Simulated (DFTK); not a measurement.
# GaP in DFTK: convergence with tol

The system is GaP.

```
CELL_PARAMETERS angstrom
0.00000 2.72525 2.72525
2.72525 0.00000 2.72525
2.72525 2.72525 0.00000
ATOMIC_POSITIONS crystal
Ga 0.00000 0.00000 0.00000
P 0.75000 0.75000 0.75000
```

| Item | Value |
| --- | --- |
| Program | DFTK 0.8.2 |
| Task | convergence study |
| Functional | PBEsol |
| Potentials or basis | dojo.nc.sr.pbesol.v0_4_1.standard.upf (PBEsol) |
| Cutoff | 1088 eV |
| k mesh | 4 × 4 × 4 |
| Occupations | gaussian, width 0.05 eV |
| Spin | collinear spin, ferromagnetic start |
| Starting moments | [0.5, 0.0] μB |

These are the settings of the first run; the series varies tol, with any setting tied to it.

Hardware: 1 thread of Intel(R) Xeon(R) Platinum 8259CL CPU @ 2.50GHz (Skylake/Cascade Lake), with other jobs on the host.

Q: The values tried are 0.1, 0.01, 0.001, 0.0001, 1e-05, 1e-06, 1e-08, loosest first. From which on does the gap on the mesh stay within 0.01 eV of the tightest run that finished?

A: From 0.01 on.

```tsv
tol	energy less the tightest run, at zero smearing (meV/atom)	pressure (GPa)	absolute moment (μB)	gap on the mesh (eV)	SCF cycles
0.1	6.60	2.88	0.01	1.562	2
0.01	0.27	0.90	0.00	1.488	3
0.001	0.00	0.05	0.00	1.487	5
0.0001	0.00	-0.08	0.00	1.487	6
1e-05	0.00	-0.10	0.00	1.487	8
1e-06	0.00	-0.10	0.00	1.487	9
1e-08	0.00	-0.10	0.00	1.487	12
```

Against the tightest run, the energy stays within 1 meV/atom from 0.01 on; the pressure stays within 0.1 GPa from 0.0001 on; the absolute moment stays within 0.02 μB from 0.1 on. The tightest run that finished is the yardstick and may itself not be fully converged.

Caveat, for the tightest run too: the k mesh is coarse (spacing up to 0.50 Å⁻¹), so the values aren't converged.
